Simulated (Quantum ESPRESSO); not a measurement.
# ZnAu (Pm-3m) in Quantum ESPRESSO: notebook, part 3 of 5

Quantum ESPRESSO 7.5. Earlier steps stand in the parts before.

## Step 4: Phonons, PBE, target pressure 3 GPa, at which the enthalpy is minimised

File pw.in:

```
&CONTROL
  calculation = 'scf'
  prefix = 'pwscf'
  outdir = './tmp'
  pseudo_dir = './pseudo'
  tprnfor = .true.
  tstress = .true.
  disk_io = 'low'
/
&SYSTEM
  ibrav = 0
  nat = 2
  ntyp = 2
  ecutwfc = 56
  ecutrho = 448
  nbnd = 23
  occupations = 'smearing'
  smearing = 'mv'
  degauss = 0.01469973
/
&ELECTRONS
  conv_thr = 4d-10
  electron_maxstep = 120
  mixing_beta = 0.5
/
ATOMIC_SPECIES
Au   196.9666 au_pbe_v1.uspp.F.UPF
Zn    65.3800 zn_pbe_v1.uspp.F.UPF
CELL_PARAMETERS bohr
   5.9469681142    0.0000000000    0.0000000000
   0.0000000000    5.9469681142    0.0000000000
   0.0000000000    0.0000000000    5.9469681142
ATOMIC_POSITIONS bohr
Au     0.0000000000    0.0000000000    0.0000000000
Zn     2.9734840571    2.9734840571    2.9734840571
K_POINTS automatic
7 7 7 0 0 0
```

File relax.in:

```
&CONTROL
  calculation = 'vc-relax'
  prefix = 'pwscf'
  outdir = './tmp'
  pseudo_dir = './pseudo'
  tprnfor = .true.
  tstress = .true.
  disk_io = 'low'
  nstep = 40
  forc_conv_thr = 0.0001
  etot_conv_thr = 1d-06
/
&SYSTEM
  ibrav = 0
  nat = 2
  ntyp = 2
  ecutwfc = 56
  ecutrho = 448
  nbnd = 23
  occupations = 'smearing'
  smearing = 'mv'
  degauss = 0.01469973
/
&ELECTRONS
  conv_thr = 4d-10
  electron_maxstep = 120
  mixing_beta = 0.5
/
&IONS
  ion_dynamics = 'bfgs'
/
&CELL
  cell_dynamics = 'bfgs'
  press = 30
  press_conv_thr = 0.2
/
ATOMIC_SPECIES
Au   196.9666 au_pbe_v1.uspp.F.UPF
Zn    65.3800 zn_pbe_v1.uspp.F.UPF
CELL_PARAMETERS bohr
   5.9469681142    0.0000000000    0.0000000000
   0.0000000000    5.9469681142    0.0000000000
   0.0000000000    0.0000000000    5.9469681142
ATOMIC_POSITIONS bohr
Au     0.0000000000    0.0000000000    0.0000000000
Zn     2.9734840571    2.9734840571    2.9734840571
K_POINTS automatic
7 7 7 0 0 0
```

File scf2.in:

```
&CONTROL
  calculation = 'scf'
  prefix = 'pwscf'
  outdir = './tmp'
  pseudo_dir = './pseudo'
  tprnfor = .true.
  tstress = .true.
  disk_io = 'low'
/
&SYSTEM
  ibrav = 0
  nat = 2
  ntyp = 2
  ecutwfc = 56
  ecutrho = 448
  nbnd = 23
  occupations = 'smearing'
  smearing = 'mv'
  degauss = 0.01469973
/
&ELECTRONS
  conv_thr = 1d-13
  electron_maxstep = 120
  mixing_beta = 0.5
  startingpot = 'file'
  startingwfc = 'file'
/
ATOMIC_SPECIES
Au   196.9666 au_pbe_v1.uspp.F.UPF
Zn    65.3800 zn_pbe_v1.uspp.F.UPF
CELL_PARAMETERS bohr
   5.9649430925    0.0000000000    0.0000000000
   0.0000000000    5.9649430925    0.0000000000
   0.0000000000    0.0000000000    5.9649430925
ATOMIC_POSITIONS bohr
Au     0.0000000000    0.0000000000    0.0000000000
Zn     2.9824715463    2.9824715463    2.9824715463
K_POINTS automatic
7 7 7 0 0 0
```

File ph.in:

```
phonons of ZnAu
&INPUTPH
  prefix = 'pwscf'
  outdir = './tmp'
  tr2_ph = 1d-18
  fildyn = 'dyn'
  niter_ph = 90
  alpha_mix(1) = 0.4
/
0.0000000000 0.0000000000 0.0000000000
```

File dynmat.in:

```
&INPUT
  fildyn = 'dyn'
  asr = 'crystal'
  filout = 'dynmat.disp'
  fileig = 'dynmat.eig'
/
```

Potentials or basis: GBRV 1.5 PBE.

Started as:

```console
> OMP_NUM_THREADS=1 pw.x -in pw.in > pw.out
> OMP_NUM_THREADS=1 pw.x -in relax.in > relax.out
> OMP_NUM_THREADS=1 pw.x -in scf2.in > scf2.out
> OMP_NUM_THREADS=1 ph.x -in ph.in > ph.out
> OMP_NUM_THREADS=1 dynmat.x -in dynmat.in > dynmat.out
```

pw.out:

```text
This program is part of the open-source Quantum ESPRESSO suite
     for quantum simulation of materials; please cite
[... 9 lines left out ...]
     --------------------
     sticks:   dense  smooth     PW     G-vecs:    dense   smooth      PW
     Sum        1265     633    193                33641    11837    2007

     Using Slab Decomposition

     bravais-lattice index     =            0
     lattice parameter (alat)  =       5.9470  a.u.
     unit-cell volume          =     210.3230 (a.u.)^3
     number of atoms/cell      =            2
     number of atomic types    =            2
     number of electrons       =        31.00
     number of Kohn-Sham states=           23
     kinetic-energy cutoff     =      56.0000  Ry
     charge density cutoff     =     448.0000  Ry
     scf convergence threshold =      4.0E-10
     mixing beta               =       0.5000
     number of iterations used =            8  plain     mixing
     Exchange-correlation= SLA  PW   PBE  PBE
                           (   1   4   3   4   0   0   0)

     celldm(1)=   5.946968  celldm(2)=   0.000000  celldm(3)=   0.000000
     celldm(4)=   0.000000  celldm(5)=   0.000000  celldm(6)=   0.000000

     crystal axes: (cart. coord. in units of alat)
               a(1) = (   1.000000   0.000000   0.000000 )
               a(2) = (   0.000000   1.000000   0.000000 )
               a(3) = (   0.000000   0.000000   1.000000 )

     reciprocal axes: (cart. coord. in units 2 pi/alat)
               b(1) = (  1.000000  0.000000  0.000000 )
               b(2) = (  0.000000  1.000000  0.000000 )
[... 72 lines left out ...]

     Initial potential from superposition of free atoms

     starting charge      30.9997, renormalised to      31.0000
     Starting wfcs are   22 randomized atomic wfcs +    1 random wfcs

     Self-consistent Calculation

     iteration #  1     ecut=    56.00 Ry     beta= 0.50
     Davidson diagonalization with overlap
     ethr =  1.00E-02,  avg # of iterations =  3.4

     Threshold (ethr) on eigenvalues was too large:
     Diagonalizing with lowered threshold

     Davidson diagonalization with overlap
     ethr =  3.91E-04,  avg # of iterations =  1.6

     total energy              =    -576.53823763 Ry
     estimated scf accuracy    <       0.11990920 Ry
[... 57 lines left out ...]
     iteration # 10     ecut=    56.00 Ry     beta= 0.50
     Davidson diagonalization with overlap
     ethr =  3.49E-12,  avg # of iterations =  2.0

     End of self-consistent calculation

          k = 0.0000 0.0000 0.0000 (  1503 PWs)   bands (ev):

  -110.9230 -65.0850 -65.0850 -65.0850   4.9112   7.4066   7.4066   8.1045
     8.1045   8.1045  10.0837  10.0837  11.7659  11.7659  11.7659  20.5157
    20.5157  20.5157  24.4041  27.6175  27.6175  33.8349  35.2077
[... 111 lines left out ...]
  -110.9228 -65.0866 -65.0866 -65.0866   7.7445   7.8271   7.8271   8.3463
     8.3463   9.0692   9.3000   9.3000  12.1925  12.1925  16.3513  17.3343
    19.0236  19.0236  20.2612  22.1537  22.1537  23.7654  35.2584

     the Fermi energy is    15.7274 ev

!    total energy              =    -576.57452690 Ry
     estimated scf accuracy    <          3.0E-10 Ry
     smearing contrib. (-TS)   =      -0.00052055 Ry
     internal energy E=F+TS    =    -576.57400635 Ry

     The total energy is F=E-TS. E is the sum of the following terms:
     one-electron contribution =    -373.10696441 Ry
     hartree contribution      =     208.92349352 Ry
     xc contribution           =    -104.48846192 Ry
     ewald contribution        =    -307.90207354 Ry

     convergence has been achieved in  10 iterations

     Forces acting on atoms (cartesian axes, Ry/au):

     atom    1 type  1   force =     0.00000000    0.00000000    0.00000000
     atom    2 type  2   force =     0.00000000    0.00000000    0.00000000

     Total force =     0.000000     Total SCF correction =     0.000000

     Computing stress (Cartesian axis) and pressure

          total   stress  (Ry/bohr**3)                   (kbar)     P=       42.42
   0.00028833   0.00000000   0.00000000           42.42        0.00        0.00
   0.00000000   0.00028833   0.00000000            0.00       42.42        0.00
   0.00000000   0.00000000   0.00028833            0.00        0.00       42.42

=------------------------------------------------------------------------------=
   JOB DONE.
=------------------------------------------------------------------------------=
```

relax.out:

```text
This program is part of the open-source Quantum ESPRESSO suite
     for quantum simulation of materials; please cite
[... 9 lines left out ...]
     --------------------
     sticks:   dense  smooth     PW     G-vecs:    dense   smooth      PW
     Sum        1265     633    193                33641    11837    2007
[... 1370 lines left out ...]
   0.00020457   0.00000000   0.00000000           30.09        0.00        0.00
   0.00000000   0.00020457   0.00000000            0.00       30.09        0.00
   0.00000000   0.00000000   0.00020457            0.00        0.00       30.09

=------------------------------------------------------------------------------=
   JOB DONE.
=------------------------------------------------------------------------------=
```

Wall time 6.1 min (1 thread of Arm Neoverse V1, shared host); peak memory 0.27 GiB.

Results:

```
Free energy                            : -7844.7026 eV
Relaxed volume                         : 15.73 Å³/atom
Relaxed cell                           : a = 3.157 Å, b = 3.157 Å, c = 3.157 Å, α = 90.00°, β = 90.00°, γ = 90.00°
Space group after relaxing (to 0.05 Å) : Pm-3m (No. 221)
Pressure after relaxing                : 3.0 GPa
Band gap on the k mesh                 : none (metal or under the smearing width)
Highest phonon frequency at Γ          : 140 cm⁻¹
```

Step by step:
| step | energy change (eV) | largest force (eV/Å) | pressure (GPa) | volume (Å³) |
| --- | --- | --- | --- | --- |
| 1 | 0.0000 | 0.0000 | 4.24 | 31.17 |
| 2 | -0.0047 | 0.0000 | 3.38 | 31.36 |
| 3 | -0.0065 | 0.0000 | 2.99 | 31.45 |
| 4 | -0.0064 | 0.0000 | 3.00 | 31.45 |

Final structure:
```
Au Zn
1.0
     3.15651    0.00000    0.00000
     0.00000    3.15651    0.00000
     0.00000    0.00000    3.15651
Au Zn
1 1
Direct
  0.00000 0.00000 0.00000
  0.50000 0.50000 0.50000
```

Levels at points of the mesh, in eV from the Fermi level:
| k point | band 13 | band 14 | band 15 | band 16 | band 17 | band 18 |
| --- | --- | --- | --- | --- | --- | --- |
| (0.00, 0.00, 0.00) | -3.94 | -3.94 | -3.94 | 4.79 | 4.79 | 4.79 |

Phonon frequencies in cm⁻¹ (negative: imaginary):
```
              q point           frequencies
(0.000, 0.000, 0.000)  -3 -3 -3 140 140 140
```

Optical modes at Γ, degenerate ones joined:
```csv
cm⁻¹,components,symmetry,active in
140,3,T1u,IR
```

Caveat: the mesh is thin for the phonons of a metal; the cell is more than 3 GPa from zero pressure, which shifts response properties. The run has no spin-orbit coupling, so splittings on Au are missing.

[end of part 3 of 5]
